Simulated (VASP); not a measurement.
# ZnO (P6_3mc) in VASP: notebook, part 2 of 2

VASP 6.6.1. Earlier steps stand in the parts before.

## Step 3: Relaxation of cell and atoms, LDA

This run uses another cell than the first one, of 11.42 Å³/atom, 0.960 times its volume.

Input file INCAR:

```
  ALGO = Normal
  EDIFF = 1E-7
  EDIFFG = -0.002
  ENCUT = 520
  GGA = CA
  IBRION = 2
  ISIF = 3
  ISMEAR = 0
  LASPH = T
  LCHARG = F
  LREAL = F
  LWAVE = F
  NELM = 80
  NSW = 80
  PREC = Accurate
  SIGMA = 0.02
```

Input file KPOINTS:

```
k-points
0
Gamma
  12 12 6
```

Input file POSCAR:

```
ZnO                                     
1.0
    3.1957968508      0.0000000000      0.0000000000
   -1.5978984254      2.7676412555     -0.0000000000
    0.0000000000     -0.0000000000      5.1654800084
  Zn              O             
     2     2
Direct
     0.3333333300000021    0.6666666699999979    0.5002486217694511
     0.6666666699999979    0.3333333300000021    0.0002486217694513
     0.6666666699999979    0.3333333300000021    0.3787613782305498
     0.3333333300000021    0.6666666699999979    0.8787613782305499
```

Potentials or basis: VASP PAW LDA potentials, release 64 (Zn, O).

The run is started by

```sh
cat potpaw_LDA.64/Zn/POTCAR potpaw_LDA.64/O/POTCAR > POTCAR
mpirun -np 1 vasp_std > vasp.out
```

OUTCAR:

```text
EDIFF = 1E-7
   EDIFFG = -0.002
   ENCUT = 520
   GGA = CA
   IBRION = 2
   ISIF = 3
   ISMEAR = 0
   LASPH = T
   LREAL = F
   NELM = 80
   NSW = 80
   PREC = Accurate

 ion  position               nearest neighbor table
   1  0.333  0.667  0.500-   3 1.95   3 1.95   3 1.95   4 1.96
   2  0.667  0.333  0.000-   4 1.95   4 1.95   4 1.95   3 1.96
   3  0.667  0.333  0.379-   1 1.95   1 1.95   1 1.95   2 1.96
   4  0.333  0.667  0.879-   2 1.95   2 1.95   2 1.95   1 1.96

  LATTYP: Found a hexagonal cell.
 ALAT       =     3.1957968508
 C/A-ratio  =     1.6163355337

  Lattice vectors:

 A1 = (   3.1957968508,   0.0000000000,   0.0000000000)
 A2 = (  -1.5978984254,   2.7676412555,   0.0000000000)
 A3 = (   0.0000000000,   0.0000000000,   5.1654800084)

Analysis of symmetry for initial positions (statically):
=====================================================================
 Subroutine PRICEL returns:
 Original cell was already a primitive cell.

 Routine SETGRP: Setting up the symmetry group for a
 hexagonal supercell.

 Subroutine GETGRP returns: Found 12 space group operations
 (whereof  6 operations were pure point group operations)
 out of a pool of 24 trial point group operations.

The static configuration has the point symmetry C_3v.
 The point group associated with its full space group is C_6v.

Analysis of symmetry for dynamics (positions and initial velocities):
=====================================================================
 Subroutine PRICEL returns:
 Original cell was already a primitive cell.

 Routine SETGRP: Setting up the symmetry group for a
 hexagonal supercell.

 Subroutine GETGRP returns: Found 12 space group operations
 (whereof  6 operations were pure point group operations)
 out of a pool of 24 trial point group operations.

The dynamic configuration has the point symmetry C_3v.
 The point group associated with its full space group is C_6v.

 Subroutine INISYM returns: Found 12 space group operations
 (whereof  6 operations are pure point group operations),
 and found     1 'primitive' translations

----------------------------------------------------------------------------------------

                                     Primitive cell

  volume of cell :      45.6877

  direct lattice vectors                    reciprocal lattice vectors
     3.195796851  0.000000000  0.000000000     0.312911004  0.180659252  0.000000000
    -1.597898425  2.767641256  0.000000000     0.000000000  0.361318505  0.000000000
     0.000000000  0.000000000  5.165480008     0.000000000  0.000000000  0.193592851

  length of vectors
     3.195796851  3.195796849  5.165480008     0.361318504  0.361318505  0.193592851

  position of ions in fractional coordinates (direct lattice)
     0.333333330  0.666666670  0.500248622
     0.666666670  0.333333330  0.000248622
     0.666666670  0.333333330  0.378761378
     0.333333330  0.666666670  0.878761378

  ion indices of the primitive-cell ions
   primitive index   ion index
                 1           1
                 2           2
                 3           3
                 4           4

----------------------------------------------------------------------------------------

 KPOINTS: k-points

Automatic generation of k-mesh.
 Grid dimensions read from file:
 generate k-points for:   12   12    6

 Generating k-lattice:

  Cartesian coordinates                     Fractional coordinates (reciprocal lattice)
     0.026075917  0.015054938  0.000000000     0.083333333 -0.000000000  0.000000000
     0.000000000  0.030109875  0.000000000     0.000000000  0.083333333  0.000000000
     0.000000000  0.000000000  0.032265475     0.000000000  0.000000000  0.166666667

  Length of vectors
     0.030109875  0.030109875  0.032265475

  Shift w.r.t. Gamma in fractional coordinates (k-lattice)
     0.000000000  0.000000000  0.000000000

 Subroutine IBZKPT returns following result:
 ===========================================

 Found     76 irreducible k-points:

 Following reciprocal coordinates:
            Coordinates               Weight
  0.000000  0.000000  0.000000      1.000000
  0.083333  0.000000  0.000000      6.000000
  0.166667  0.000000  0.000000      6.000000
  0.250000 -0.000000  0.000000      6.000000
  0.333333  0.000000  0.000000      6.000000
  0.416667 -0.000000  0.000000      6.000000
[... 16 lines left out ...]
  0.250000 -0.000000  0.166667     12.000000
  0.333333  0.000000  0.166667     12.000000
 [... further k-points ...]
   k-points           NKPTS =     76   k-points in BZ     NKDIM =     76   number of bands    NBANDS=     22
   number of dos      NEDOS =    301   number of ions     NIONS =      4
   total plane-waves  NPLWV =  23040
   dimension x,y,z NGX =    24 NGY =   24 NGZ =   40
   dimension x,y,z NGXF=    48 NGYF=   48 NGZF=   80
   ions per type =               2   2
   NGX,Y,Z   is equivalent  to a cutoff of  12.48, 12.48, 12.87 a.u.
   NGXF,Y,Z  is equivalent  to a cutoff of  24.97, 24.97, 25.75 a.u.
 SYSTEM =  unknown system
   PREC   = accura    normal or accurate (medium, high low for compatibility)
   ISTART =      0    job   : 0-new  1-cont  2-samecut
   ICHARG =      2    charge: 1-file 2-atom 10-const
   ISPIN  =      1    spin polarized calculation?
   LNONCOLLINEAR =      F non collinear calculations
   LSORBIT =      F    spin-orbit coupling
   LASPH  =      T    aspherical Exc in radial PAW
   ENCUT  =  520.0 eV  38.22 Ry    6.18 a.u.   5.94  5.94  9.60*2*pi/ulx,y,z
   NELM   =     80;   NELMIN=  2; NELMDL= -5     # of ELM steps
   EDIFF  = 0.1E-06   stopping-criterion for ELM
   LREAL  =      F    real-space projection
   EDIFFG = -.2E-02   stopping-criterion for IOM
   NSW    =     80    number of steps for IOM
   IBRION =      2    ionic relax: 0-MD 1-quasi-New 2-CG
   NFREE  =      1    steps in history (QN), initial steepest desc. (CG)
   ISIF   =      3    stress and relaxation
   ISYM   =      2    0-nonsym 1-usesym 2-fastsym
   POTIM  = 0.5000    time-step for ionic-motion
   TEBEG  =    0.0;   TEEND  =   0.0 temperature during run
   PSTRESS=    0.0 pullay stress
   NELECT =      36.0000    total number of electrons
   NUPDOWN=      -1.0000    fix difference up-down
   EMIN   =  10.00;   EMAX   =-10.00  energy-range for DOS
   EFERMI =   0.00;   METHOD = LEGACY
   ISMEAR =     0;   SIGMA  =   0.02  broadening in eV -4-tet -1-fermi 0-gaus
   EFERMI_NEDOS =   21; number of points for ismear=-14 and -15
   IALGO  =     38    algorithm
   IMIX   =      4    mixing-type and parameters
     AMIX     =   0.40;   BMIX     =  1.00
     AMIX_MAG =   1.60;   BMIX_MAG =  1.00
  volume/ion in A,a.u.               =      11.42        77.08
  Fermi-wavevector in a.u.,A,eV,Ry     =   1.512084  2.857424 31.108314  2.286397
  Thomas-Fermi vector in A             =   2.622055
   LORBIT       =      0    0 simple, 1 ext, 2 COOP (PROOUT), +10 PAW based schemes
   GGA     = CA    functional components
   LHFCALC =     F    Hartree Fock is set to
   AEXX    =    0.0000 exact exchange contribution
   IVDW    =     0    specifies the selected vdW correction
   LEPSILON=     F    determine dielectric tensor
   LRPA    =     F    only Hartree local field effects (RPA)
 conjugate gradient relaxation of ions
 non-spin polarized calculation
 Gauss-broadening in eV      SIGMA  =   0.02
  energy-cutoff  :      520.00
  volume of cell :       45.69
 maximum number of plane-waves:      1260
 NGX is ok and might be reduce to    24
   NGX = 11   NGY = 11   NGZ = 19

 number of electron      35.9999991 magnetization

 Free energy of the ion-electron system (eV)
  ---------------------------------------------------
  ext. energy  EPLUGINS =         0.00000000
  ---------------------------------------------------
  free energy    TOTEN  =       -21.15869183 eV

  energy without entropy =      -21.15869183  energy(sigma->0) =      -21.15869183

 E-fermi :   1.4093     XC(G=0): -11.6825

 val. band max:        1.2725781334   @ k =   0.0000   0.0000   0.0000
 cond. band min:       2.0696130909   @ k =   0.0000   0.0000   0.0000
 fundamental gap:      0.7970349575
 Fermi energy:         1.4093143809

 k-point     1 :       0.0000    0.0000    0.0000
  band No.  band energies     occupation
      1     -16.8818      2.00000
      2     -16.0521      2.00000
      3      -4.7845      2.00000
      4      -4.7159      2.00000
      5      -4.7159      2.00000
      6      -4.6771      2.00000
[... 574 lines left out ...]
      6      -4.3280      2.00000
[... 14 lines left out ...]
     21       9.5825      0.00000
     22      10.1652      0.00000

 [... further k-points ...]
[... 5 lines left out ...]
  --------------------------------------------------------------------------------------
  -------------------------------------------------------------------------------------
  Total        0.0057902      0.0057902      0.0044034      0.0000000      0.0000000      0.0000000
  in kB        0.2030495      0.2030495      0.1544169      0.0000000      0.0000000      0.0000000
  external PRESSURE =       0.1868386 kB  Pullay stress =       0.0000000 kB

 VOLUME and BASIS-vectors are now :
 -----------------------------------------------------------------------------
  energy-cutoff  :      520.00
  volume of cell :       45.69
      direct lattice vectors                 reciprocal lattice vectors
     3.195796851  0.000000000  0.000000000     0.312911004  0.180659252  0.000000000
    -1.597898425  2.767641256  0.000000000     0.000000000  0.361318505  0.000000000
     0.000000000  0.000000000  5.165480008     0.000000000  0.000000000  0.193592851

 POSITION                                       TOTAL-FORCE (eV/Angst)
 -----------------------------------------------------------------------------------
     -0.00000      1.84509      2.58402         0.000000      0.000000      0.001889
      1.59790      0.92255      0.00128        -0.000000      0.000000      0.001889
      1.59790      0.92255      1.95648        -0.000000      0.000000     -0.001889
     -0.00000      1.84509      4.53922         0.000000     -0.000000     -0.001889
 -----------------------------------------------------------------------------------
    total drift:                                0.000004     -0.000001     -0.000418

  FREE ENERGIE OF THE ION-ELECTRON SYSTEM (eV)
  ---------------------------------------------------
  free  energy   TOTEN  =       -21.1586918295 eV

  energy  without entropy=      -21.1586918295  energy(sigma->0) =      -21.15869183

 reached required accuracy - stopping structural energy minimisation
```

Run time: 25 s. Hardware: 1 thread of Intel Xeon 6975P-C (Granite Rapids), shared host; peak memory 0.19 GiB.

Results:

```yaml
Free_energy: -21.1587 eV
Pressure_after_relaxing: 0.0 GPa
Band_gap_on_the_k_mesh: 0.80 eV, direct
```

Final structure:
```
Zn O
1.0
     3.19580    0.00000    0.00000
    -1.59790    2.76764    0.00000
     0.00000    0.00000    5.16548
Zn O
2 2
Direct
  0.33333 0.66667 0.50025
  0.66667 0.33333 0.00025
  0.66667 0.33333 0.37876
  0.33333 0.66667 0.87876
```

Caveat: the relaxation stopped at its first step, so nothing moved.
